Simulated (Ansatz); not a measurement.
## Σ5 (210) boundary in fcc Ag with O (interstitial): structure and resistance

Aim: the relaxed structure and the specific resistance of the Σ5 (210) boundary in fcc Ag with O (interstitial).

Method: Ansatz plane-wave DFT, PBE, PAW files; relaxation of a bicrystal slab with its lowest layers held; PAW set soft_1, in the first sound run; inputs show where later runs differ, in Ansatz 0.2.0.

### 1. Starting point

The cell holds 22 atoms: 21 Ag and 1 O. Cell: a = 5.005 Å, b = 4.086 Å, c = 30.188 Å, α = 90.0°, β = 90.0°, γ = 65.9°. It derives from Ag. built on the (2 1 0) plane; 2 overlapping atoms removed and the grains opened by 0 Å. Vacuum lies along c.

### 2. Relaxing the bicrystal

The boundary is built by mirroring the lower grain in the boundary plane and removing any atoms that overlap; then the O is put in at the boundary. A thin bicrystal slab is relaxed first, with the lowest layers held and the upper grain free to shift and open.

input.yaml reads:

```yaml
crystal:
  lattice:
    - [5.0045524935, 0.0, 0.0]
    - [1.6681841645, 3.7301731908, 0.0]
    - [0.0, 0.0, 30.187744037]
  atoms:
    - { symbol: Ag, position: [0.6000000001, 0.6999999999, 0.165630131] }
    - { symbol: Ag, position: [0.2000000001, 0.3999999999, 0.1958974506] }
    - { symbol: Ag, position: [0.8000000001, 0.0999999999, 0.2261647702] }
    - { symbol: Ag, position: [0.4000000001, 0.7999999999, 0.2564320898] }
    - { symbol: Ag, position: [1.0e-10, 0.4999999999, 0.2866994094] }
    - { symbol: Ag, position: [0.6000000001, 0.2, 0.3169667291] }
    - { symbol: Ag, position: [0.2, 0.9, 0.3472340487] }
    - { symbol: Ag, position: [0.8, 0.6, 0.3775013683] }
    - { symbol: Ag, position: [0.4, 0.3, 0.4077686879] }
    - { symbol: Ag, position: [0.0, 0.0, 0.4380360075] }
    - { symbol: O, position: [0.5, 0.75, 0.4380360075] }
    - { symbol: Ag, position: [0.8, 0.6, 0.4985706467] }
    - { symbol: Ag, position: [0.2, 0.9, 0.5288379663] }
    - { symbol: Ag, position: [0.6000000001, 0.2, 0.5591052859] }
    - { symbol: Ag, position: [1.0e-10, 0.4999999999, 0.5893726055] }
    - { symbol: Ag, position: [0.4000000001, 0.7999999999, 0.6196399251] }
    - { symbol: Ag, position: [0.8000000001, 0.0999999999, 0.6499072447] }
    - { symbol: Ag, position: [0.2000000001, 0.3999999999, 0.6801745643] }
    - { symbol: Ag, position: [0.6000000001, 0.6999999999, 0.710441884] }
    - { symbol: Ag, position: [1.0e-10, 0.9999999999, 0.7407092036] }
    - { symbol: Ag, position: [0.4000000001, 0.2999999999, 0.7709765232] }
    - { symbol: Ag, position: [0.8000000002, 0.5999999999, 0.8012438428] }
kpoints:
  mp_grid: { grid: [6, 6, 1] }
hamiltonian:
  xc: pbe
  pseudopotentials: { kind: paw, azcp: { folder: soft_1 } }
scf:
  occupations: { method: fermi_dirac, width: 0.1 }
relax:
  f_tol: 0.03
  max_steps: 80
  constraints: [{ sites: [0, 1, 2, 3] }]
```

On the command line:

```sh
ansatz run input.yaml --threads 4 --pin off --max-ram 15360MiB --backend cpu --events-out ev --progress --plain --runs-dir out
```

Numbers of over 12 decimals in the logs are rounded to 6 here.

Output:

```text
Engine: ansatz 0.2.0, aarch64-unknown-linux-gnu
Pseudopotentials: kind: paw
Pseudopotential: Ag, paw, valence charge 19, recommended cutoff 420 eV (normal), soft_1/Ag.paw.azcp
Pseudopotential: O, paw, valence charge 6, recommended cutoff 420 eV (normal), soft_1/O.paw.azcp
Functional definition: PBE
  parameter kappa = 0.804
  parameter beta = 0.066725
  exchange = pbe_x(kappa = kappa, mu = beta*pi^2/3)
  correlation = pbe_c(beta = beta)
Crystal: 22 atoms, lattice volume = 563.540 Å³
Basis set: ecut = 420 eV, 11077 PW (Γ), exchange–correlation on 72×60×432 points (8 copies of the dense FFT grid, shifted against one another)
Bands: 243, of which v1, the nominal top of the filled ones, is band 203 counted from 1 (202 counted from 0)
Symmetry: 2 space group operations
Space group: Cm (ITA 8), of the structure as read, at distance tolerance 8.3e-5 Å
k-points: 13 of 36 (time reversal used)
Non-local potential: Ag, projectors of the file, l = 0: 3, l = 1: 2, l = 2: 2, l = 3: 1
Non-local potential: O, projectors of the file, l = 0: 2, l = 1: 2, l = 2: 1
PAW form: soft (Blöchl's): semilocal exchange-correlation on the pseudo side does not see the compensation charge
PAW one-centre angular grid: Ag, 590 points (default); XC on 64 Gauss nodes
PAW one-centre angular grid: O, 110 points (default); XC on 64 Gauss nodes
Initial density: superposition of atomic densities (neutral atoms: chi_scale 0, normalization atom)
Initial wavefunctions: pseudopotential atomic-orbital guess
Functional: x = pbe(κ = 0.804, μ = 0.219515), c = pbe(β = 0.066725)
SCF iter   1: F=—  HF=-159972.374000 eV  |F-HF|=—  |Δ(HF+E_count)|=         —  Δρ=6.67e-2  dr2=3.96e1  ethr=3.10e-3  ⟨swp⟩=6.6  Hψ=11682  notcnv=0  defer=78
preconditioner: auto → LDOS  [metal: Δε(μ)=0.027 eV  Ē_g=9.408 eV  σ=0.100 eV  W_gap=0.07  n_scr=154 (ndim 8)  ℏωp=24.1 eV  f_vac=0.314  D(μ)=5.56/eV (n_scr^D=12)  β→1.0]
SCF iter   2: F=—  HF=-159978.179869 eV  |F-HF|=—  |Δ(HF+E_count)|=    5.81e0  Δρ=1.12e-1  dr2=1.24e2  ethr=3.10e-3  ⟨swp⟩=3.8  Hψ=6832  notcnv=0  defer=320  recentre
SCF iter   3: F=—  HF=-159965.705968 eV  |F-HF|=—  |Δ(HF+E_count)|=    1.25e1  Δρ=1.91e-2  dr2=5.46e0  ethr=3.10e-3  ⟨swp⟩=2.5  Hψ=6382  notcnv=0  defer=323
SCF iter   4: F=—  HF=-159965.206011 eV  |F-HF|=—  |Δ(HF+E_count)|=   5.00e-1  Δρ=7.98e-3  dr2=7.60e-1  ethr=1.35e-3  ⟨swp⟩=2.0  Hψ=3798  notcnv=0  defer=332
SCF iter   5: F=—  HF=-159965.102362 eV  |F-HF|=—  |Δ(HF+E_count)|=   1.04e-1  Δρ=1.26e-3  dr2=1.70e-2  ethr=1.88e-4  ⟨swp⟩=2.0  Hψ=4798  notcnv=0  defer=333
SCF iter   6: F=—  HF=-159965.101392 eV  |F-HF|=—  |Δ(HF+E_count)|=   9.70e-4  Δρ=5.10e-4  dr2=1.52e-3  ethr=4.19e-6  ⟨swp⟩=2.1  Hψ=4823  notcnv=0  defer=329
SCF iter   7: F=—  HF=-159965.101045 eV  |F-HF|=—  |Δ(HF+E_count)|=   3.47e-4  Δρ=1.31e-4  dr2=2.67e-4  ethr=3.75e-7  ⟨swp⟩=2.2  Hψ=4565  notcnv=0  defer=329
SCF iter   8: F=—  HF=-159965.101032 eV  |F-HF|=—  |Δ(HF+E_count)|=   1.28e-5  Δρ=3.86e-5  dr2=2.44e-5  ethr=6.60e-8  ⟨swp⟩=2.0  Hψ=4292  notcnv=0  defer=329
SCF iter   9: F=-159965.101031 eV  HF=-159965.101033 eV  |F-HF|=1.63e-6  |Δ(HF+E_count)|=   9.81e-7  Δρ=1.28e-5  dr2=2.09e-6  ethr=5.56e-9  ⟨swp⟩=4.0  Hψ=8883  notcnv=0
SCF 1 converged in 9 iterations: F = -159965.101031 eV  dr2 = 2.09e-6
  greatest PAW one-centre occupation: 1.001 electrons in one spin orbital (limit 2), on the Ag atom at site 14 (counted from 0), in its partial waves of l = 0
relax step   1: F+E_penalty+E_count = -159965.10103128 eV  Δ(F+E_penalty+E_count) = +0.000e0 eV  max|allowed force component| = 7.035e-1 eV/Å  Δτ_max = 0.0000 Å  (9 SCF iters, dr2 threshold 2.25e-5 eV, accepted)
Initial density: handed on by an earlier stage of this run
Initial wavefunctions: those handed on with the density
iter 1 solved again at ethr=3.51e-5 eV; its pass at ethr=3.10e-3 eV (dr2=1.42e-1 eV) is discarded
SCF iter   1: F=—  HF=-159965.260663 eV  |F-HF|=—  |Δ(HF+E_count)|=         —  Δρ=4.74e-3  dr2=1.39e-1  ethr=3.51e-5  ⟨swp⟩=2.0  Hψ=12041  notcnv=0  defer=309
preconditioner: auto → LDOS  [metal: Δε(μ)=0.041 eV  Ē_g=9.644 eV  σ=0.100 eV  W_gap=0.10  n_scr=154 (ndim 8)  ℏωp=24.1 eV  f_vac=0.308  D(μ)=6.04/eV (n_scr^D=18)  β→1.0]
SCF iter   2: F=—  HF=-159965.246569 eV  |F-HF|=—  |Δ(HF+E_count)|=   1.41e-2  Δρ=3.55e-3  dr2=1.14e-1  ethr=3.43e-5  ⟨swp⟩=2.0  Hψ=5346  notcnv=0  defer=309
SCF iter   3: F=—  HF=-159965.217616 eV  |F-HF|=—  |Δ(HF+E_count)|=   2.90e-2  Δρ=5.37e-4  dr2=2.45e-3  ethr=2.82e-5  ⟨swp⟩=2.0  Hψ=4824  notcnv=0  defer=309
SCF iter   4: F=—  HF=-159965.217795 eV  |F-HF|=—  |Δ(HF+E_count)|=   1.79e-4  Δρ=4.83e-4  dr2=1.26e-3  ethr=6.05e-7  ⟨swp⟩=2.0  Hψ=5523  notcnv=0  defer=317
SCF iter   5: F=—  HF=-159965.217446 eV  |F-HF|=—  |Δ(HF+E_count)|=   3.49e-4  Δρ=4.99e-5  dr2=2.53e-5  ethr=3.12e-7  ⟨swp⟩=2.0  Hψ=5316  notcnv=0  defer=317
SCF iter   6: F=-159965.217445 eV  HF=-159965.217446 eV  |F-HF|=9.26e-7  |Δ(HF+E_count)|=   3.07e-7  Δρ=1.52e-5  dr2=1.96e-6  ethr=6.24e-9  ⟨swp⟩=4.0  Hψ=9815  notcnv=0
SCF 2 converged in 6 iterations: F = -159965.217445 eV  dr2 = 1.96e-6
relax step   2: F+E_penalty+E_count = -159965.21744505 eV  Δ(F+E_penalty+E_count) = -1.164e-1 eV  max|allowed force component| = 3.659e-1 eV/Å  Δτ_max = 0.1919 Å  (6 SCF iters, dr2 threshold 3.09e-5 eV, accepted)
SCF iter   1: F=—  HF=-159965.349003 eV  |F-HF|=—  |Δ(HF+E_count)|=         —  Δρ=5.78e-3  dr2=2.26e-1  ethr=4.42e-4  ⟨swp⟩=6.2  Hψ=7952  notcnv=0  defer=297
preconditioner: auto → LDOS  [metal: Δε(μ)=0.075 eV  Ē_g=9.609 eV  σ=0.100 eV  W_gap=0.18  n_scr=154 (ndim 8)  ℏωp=24.1 eV  f_vac=0.305  D(μ)=6.01/eV (n_scr^D=14)  β→1.0]
SCF iter   2: F=—  HF=-159965.319622 eV  |F-HF|=—  |Δ(HF+E_count)|=   2.94e-2  Δρ=4.46e-3  dr2=1.91e-1  ethr=5.58e-5  ⟨swp⟩=2.1  Hψ=6180  notcnv=0  defer=327
SCF iter   3: F=—  HF=-159965.274769 eV  |F-HF|=—  |Δ(HF+E_count)|=   4.49e-2  Δρ=6.77e-4  dr2=4.00e-3  ethr=4.73e-5  ⟨swp⟩=2.0  Hψ=4830  notcnv=0  defer=327
SCF iter   4: F=—  HF=-159965.274827 eV  |F-HF|=—  |Δ(HF+E_count)|=   5.86e-5  Δρ=6.35e-4  dr2=2.30e-3  ethr=9.89e-7  ⟨swp⟩=3.0  Hψ=6591  notcnv=0  defer=327
SCF iter   5: F=—  HF=-159965.274204 eV  |F-HF|=—  |Δ(HF+E_count)|=   6.24e-4  Δρ=5.45e-5  dr2=5.71e-5  ethr=5.67e-7  ⟨swp⟩=2.1  Hψ=5351  notcnv=0  defer=325
SCF iter   6: F=-159965.274200 eV  HF=-159965.274202 eV  |F-HF|=1.40e-6  |Δ(HF+E_count)|=   1.68e-6  Δρ=1.81e-5  dr2=2.42e-6  ethr=2.07e-9  ⟨swp⟩=4.8  Hψ=10707  notcnv=0
SCF 3 converged in 6 iterations: F = -159965.274200 eV  dr2 = 2.42e-6
relax step   3: F+E_penalty+E_count = -159965.27420046 eV  Δ(F+E_penalty+E_count) = -5.676e-2 eV  max|allowed force component| = 2.115e-1 eV/Å  Δτ_max = 0.1455 Å  (6 SCF iters, dr2 threshold 8.37e-6 eV, accepted)
[... from here on, the SCF cycles and remarks between the steps are left out ...]
relax step   4: F+E_penalty+E_count = -159965.30709556 eV  Δ(F+E_penalty+E_count) = -3.290e-2 eV  max|allowed force component| = 6.614e-2 eV/Å  Δτ_max = 0.1747 Å  (6 SCF iters, dr2 threshold 1.21e-5 eV, accepted)
relax step   5: F+E_penalty+E_count = -159965.32378060 eV  Δ(F+E_penalty+E_count) = -1.669e-2 eV  max|allowed force component| = 5.154e-2 eV/Å  Δτ_max = 0.1356 Å  (7 SCF iters, accepted)
relax step   6: F+E_penalty+E_count = -159965.30524581 eV  Δ(F+E_penalty+E_count) = +1.853e-2 eV  max|allowed force component| = 3.473e-1 eV/Å  Δτ_max = 0.1946 Å  (8 SCF iters, rejected (line search))
relax step   7: F+E_penalty+E_count = -159965.32947901 eV  Δ(F+E_penalty+E_count) = -5.698e-3 eV  max|allowed force component| = 2.308e-2 eV/Å  Δτ_max = 0.0632 Å  (7 SCF iters, accepted)
relax step   8: F+E_penalty+E_count = -159965.33078706 eV  Δ(F+E_penalty+E_count) = -1.308e-3 eV  max|allowed force component| = 3.422e-2 eV/Å  Δτ_max = 0.0834 Å  (8 SCF iters, accepted)
relax step   9: F+E_penalty+E_count = -159965.33216605 eV  Δ(F+E_penalty+E_count) = -1.379e-3 eV  max|allowed force component| = 4.495e-2 eV/Å  Δτ_max = 0.0387 Å  (7 SCF iters, accepted)
relax step  10: F+E_penalty+E_count = -159965.33309047 eV  Δ(F+E_penalty+E_count) = -9.244e-4 eV  max|allowed force component| = 7.256e-3 eV/Å  Δτ_max = 0.0391 Å  (5 SCF iters, dr2 threshold 2.02e-6 eV, accepted)
relax step  11: F+E_penalty+E_count = -159965.33309117 eV  Δ(F+E_penalty+E_count) = -6.999e-7 eV  max|allowed force component| = 7.246e-3 eV/Å  Δτ_max = 0.0000 Å  (3 SCF iters, accepted)
SCF iter   1: F=—  HF=-159965.338495 eV  |F-HF|=—  |Δ(HF+E_count)|=         —  Δρ=1.51e-3  dr2=1.43e-2  ethr=4.00e-5  ⟨swp⟩=3.8  Hψ=6350  notcnv=0  defer=331
preconditioner: auto → LDOS  [metal: Δε(μ)=0.046 eV  Ē_g=9.602 eV  σ=0.100 eV  W_gap=0.11  n_scr=154 (ndim 8)  ℏωp=24.1 eV  f_vac=0.303  D(μ)=6.04/eV (n_scr^D=18)  β→1.0]
SCF iter   2: F=—  HF=-159965.336193 eV  |F-HF|=—  |Δ(HF+E_count)|=   2.30e-3  Δρ=1.12e-3  dr2=7.13e-3  ethr=3.54e-6  ⟨swp⟩=2.0  Hψ=5971  notcnv=0  defer=331
SCF iter   3: F=—  HF=-159965.333492 eV  |F-HF|=—  |Δ(HF+E_count)|=   2.70e-3  Δρ=1.38e-4  dr2=2.27e-4  ethr=1.76e-6  ⟨swp⟩=2.0  Hψ=5149  notcnv=0  defer=331
SCF iter   4: F=—  HF=-159965.333446 eV  |F-HF|=—  |Δ(HF+E_count)|=   4.51e-5  Δρ=7.35e-5  dr2=4.82e-5  ethr=5.61e-8  ⟨swp⟩=3.0  Hψ=6356  notcnv=0  defer=331
SCF iter   5: F=—  HF=-159965.333372 eV  |F-HF|=—  |Δ(HF+E_count)|=   7.48e-5  Δρ=1.94e-5  dr2=1.63e-6  ethr=1.19e-8  ⟨swp⟩=2.0  Hψ=5108  notcnv=0  defer=331
SCF iter   6: F=—  HF=-159965.333371 eV  |F-HF|=—  |Δ(HF+E_count)|=   1.68e-7  Δρ=6.17e-6  dr2=1.61e-7  ethr=4.02e-10  ⟨swp⟩=2.2  Hψ=5403  notcnv=0  defer=331
SCF iter   7: F=-159965.333371 eV  HF=-159965.333371 eV  |F-HF|=1.13e-8  |Δ(HF+E_count)|=   2.56e-9  Δρ=1.47e-6  dr2=1.17e-8  ethr=2.47e-11  ⟨swp⟩=4.5  Hψ=9882  notcnv=0
SCF 12 converged in 7 iterations: F = -159965.333371 eV  dr2 = 1.17e-8
relax step  12: F+E_penalty+E_count = -159965.33337144 eV  Δ(F+E_penalty+E_count) = -2.803e-4 eV  max|allowed force component| = 4.163e-3 eV/Å  Δτ_max = 0.0382 Å  (7 SCF iters, accepted)
SCF converged after 7 iterations
Free energy (F): -159965.333371 eV
Harris-Foulkes:  -159965.333371 eV  (|F-HF|=1.13e-8)
Internal energy: -159965.137376 eV  (E = F + TS)
E sigma→0 (E₀):  -159965.235374 eV
Entropy (-TS):   -0.195996 eV (-8.909 meV/atom)
Fermi energy:    9.555783 eV
--- Per-component energies (eV) ---
  E_band       = -7936.398621
  E_kinetic    = 9984.551956
  E_local      = -440473.637756  (includes V_loc(G=0)·N_el)
  E_nonlocal   = 722.718950
  E_hartree    = 218346.161274
  E_xc         = -3403.142662
  E_vxc        = -4306.933214  (∫ρ·V_xc dr)
  E_paw        = -83231.359054  (= ΣΔE_a)
  E_vpaw       = -10555.438015  (= ΣTr[D̂ρ^β])
  E_aug_tail   = 0.008696  (compensation charges beyond the density's cutoff)
  E_ewald      = 138089.561220
  E_smearing   = -0.195996  (= −TS)
  E_closure    = 0.000000  (closes the sum)
  Σ components = -159965.333371   (vs F -159965.333371, Δ=0.00e0)
--- Forces (eV/Å), atoms counted from 1 ---
  atom   1  Ag    -0.04128322     0.01846242     0.20008789
  atom   2  Ag    -0.03017014     0.01349250    -0.16559738
  atom   3  Ag     0.05365034    -0.02399316    -0.17667877
  atom   4  Ag     0.01456206    -0.00651235     0.13913659
  atom   5  Ag    -0.00080262     0.00035894     0.00017983
  atom   6  Ag     0.00118352    -0.00052929     0.00214051
  atom   7  Ag     0.00051870    -0.00023197    -0.00056185
  atom   8  Ag     0.00032192    -0.00014397    -0.00028408
  atom   9  Ag     0.00049390    -0.00022088    -0.00169795
  atom  10  Ag    -0.00229011     0.00102417     0.00050759
  atom  11  O     -0.00044512     0.00019907     0.00173369
  atom  12  Ag     0.00338918    -0.00151569     0.00416328
  atom  13  Ag    -0.00029309     0.00013107     0.00064841
  atom  14  Ag     0.00046681    -0.00020876     0.00172629
  atom  15  Ag     0.00041583    -0.00018597     0.00009167
  atom  16  Ag     0.00008713    -0.00003897    -0.00114858
  atom  17  Ag     0.00026583    -0.00011888    -0.00154940
  atom  18  Ag    -0.00057692     0.00025801    -0.00150940
  atom  19  Ag     0.00010896    -0.00004873    -0.00055779
  atom  20  Ag     0.00030293    -0.00013547    -0.00059988
  atom  21  Ag     0.00029858    -0.00013353    -0.00030615
  atom  22  Ag    -0.00029457     0.00013173     0.00008072
  max |Σ_I F_I| component: 9.01e-5 eV/Å
--- Relaxed structure (12 steps of the walk, 11 accepted, 0 SCFs on fresh bases) ---
  F+E_penalty+E_count = -159965.33337144 eV   max|allowed force component| = 4.163e-3 eV/Å
  atoms:
    - { symbol: Ag, position: [0.6000000001, 0.700000, 0.165630131] }
    - { symbol: Ag, position: [0.200000, 0.400000, 0.195897] }
    - { symbol: Ag, position: [0.8000000001, 0.100000, 0.226165] }
    - { symbol: Ag, position: [0.400000, 0.800000, 0.256432] }
    - { symbol: Ag, position: [0.00167003, 0.499165, 0.288882] }
    - { symbol: Ag, position: [0.604814, 0.197593, 0.319940] }
    - { symbol: Ag, position: [0.211724, 0.894138, 0.350329] }
    - { symbol: Ag, position: [0.814102, 0.592949, 0.381709] }
    - { symbol: Ag, position: [0.421711, 0.289144, 0.415395] }
    - { symbol: Ag, position: [0.010256, -0.00512798, 0.441280] }
    - { symbol: O, position: [0.496796, 0.751602, 0.457343] }
    - { symbol: Ag, position: [0.883073, 0.558464, 0.502999] }
    - { symbol: Ag, position: [0.283610, 0.858195, 0.530546] }
    - { symbol: Ag, position: [0.685150, 0.157425, 0.563126] }
    - { symbol: Ag, position: [0.085109, 0.457445, 0.593429] }
    - { symbol: Ag, position: [0.481145, 0.759427, 0.625132] }
    - { symbol: Ag, position: [0.876665, 0.061667, 0.657068] }
    - { symbol: Ag, position: [0.271622, 0.364189, 0.687404] }
    - { symbol: Ag, position: [0.669145, 0.665427, 0.718706] }
    - { symbol: Ag, position: [0.073259, 0.963371, 0.751855] }
    - { symbol: Ag, position: [0.466220, 0.266890, 0.781634] }
    - { symbol: Ag, position: [0.861817, 0.569092, 0.808944] }
```

The job ended after 11 min (4 threads of Arm Neoverse V1, shared host; peak memory 3.2 GiB).

This run has no spin polarisation although its electron count is odd.

Step by step:

```
step  energy less that of the first step (eV)  largest force component (eV/Å)
   1                                   0.0000                          0.7035
   2                                  -0.1164                          0.3659
   3                                  -0.1732                          0.2115
   4                                  -0.2061                          0.0661
   5                                  -0.2228                          0.0515
   6                                  -0.2042                          0.3473
   7                                  -0.2284                          0.0231
   8                                  -0.2298                          0.0342
   9                                  -0.2311                          0.0450
  10                                  -0.2321                          0.0073
  11                                  -0.2321                          0.0072
  12                                  -0.2323                          0.0042
```

Relaxation step 6 was tried and not accepted.

The run keeps the 2 symmetry operations that it works with, so distortions that break them were not tested.

The atoms that moved most (Å):

| atom | dx | dy | dz | length |
| --- | --- | --- | --- | --- |
| O11 | -0.013 | 0.006 | 0.583 | 0.583 |
| Ag20 | 0.306 | -0.137 | 0.336 | 0.475 |
| Ag21 | 0.276 | -0.124 | 0.322 | 0.442 |
| Ag17 | 0.320 | -0.143 | 0.216 | 0.412 |
| Ag15 | 0.355 | -0.159 | 0.122 | 0.408 |
| Ag14 | 0.355 | -0.159 | 0.121 | 0.408 |
| Ag16 | 0.338 | -0.151 | 0.166 | 0.406 |
| Ag19 | 0.288 | -0.129 | 0.249 | 0.403 |

This step gave:

```
free energy             : -159965.3334 eV
energy at zero smearing : -159965.2354 eV
Fermi energy            : 9.556 eV
```

The largest force component on a free atom ends at 0.0042 eV/Å, under the tolerance of 0.03, after 12 steps.

[end of part 1 of 2]

[Logs are printed without paths, hosts, clocks, repeated set-up lines and the standing remarks that a program may print on its own settings, such as how far it seeks lower states.]

[Hosts, paths, dates, database ids (printed as entryN), source tags and the programs' standing remarks are cut or masked in the printed files.]
